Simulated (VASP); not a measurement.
The system is TiO.

```
CELL_PARAMETERS angstrom
3.03100 0.00000 0.00000
-1.51550 2.62492 0.00000
0.00000 0.00000 3.23770
ATOMIC_POSITIONS crystal
Ti 0.66667 0.33333 0.00000
O 0.00000 0.00000 0.50000
```

| Item | Value |
| --- | --- |
| Program | VASP 6.6.1 |
| Task | relaxation of cell and atoms |
| Functional | AM05 |
| Potentials or basis | VASP PAW PBE potentials, release 64 (Ti_sv, O) |
| Cutoff | 600 eV |
| k mesh | 10 × 10 × 8 |
| Occupations | fermi-dirac, width 0.05 eV |
| Spin | no spin polarisation |

At the start: pressure -39.9 GPa; volume 12.88 Å³/atom.

Q: How do energy, volume and symmetry change on relaxing?

A: Over 9 steps the energy falls by 613.9 meV/atom and the volume is 9.42 Å³/atom (-26.9 %); space group P-6m2 (No. 187, to 0.05 Å).

The path:
| step | energy change (eV) | largest force (eV/Å) | pressure (GPa) | volume (Å³) |
| --- | --- | --- | --- | --- |
| 1 | 0.0000 | 0.0000 | -39.86 | 25.76 |
| 2 | -0.5309 | 0.0000 | 77.33 | 15.52 |
| 3 | -1.2253 | 0.0000 | -1.92 | 18.97 |
| 4 | -1.2266 | 0.0000 | -0.20 | 18.84 |
| 5 | -1.2264 | 0.0000 | 1.54 | 18.72 |
| 6 | -1.2274 | 0.0000 | -1.42 | 18.95 |
| 7 | -1.2277 | 0.0000 | -0.42 | 18.87 |
| 8 | -1.2278 | 0.0000 | 0.20 | 18.83 |
| 9 | -1.2278 | 0.0000 | 0.03 | 18.84 |

Final structure:
```yaml
crystal:
  lattice:
    - [2.78955, 0.00000, 0.00000]
    - [-1.39477, 2.41582, 0.00000]
    - [0.00000, 0.00000, 2.79594]
  atoms:
    - { symbol: Ti, position: [0.66667, 0.33333, 0.00000] }
    - { symbol: O, position: [0.00000, 0.00000, 0.50000] }
```

Caveat: the volume moved by over 15 % at a fixed basis, so the end points are rough; the PAW data sets were made with another functional, which shifts forces and pressure a little; the volume moved by -27 % from the deposited cell, more than functionals usually miss.
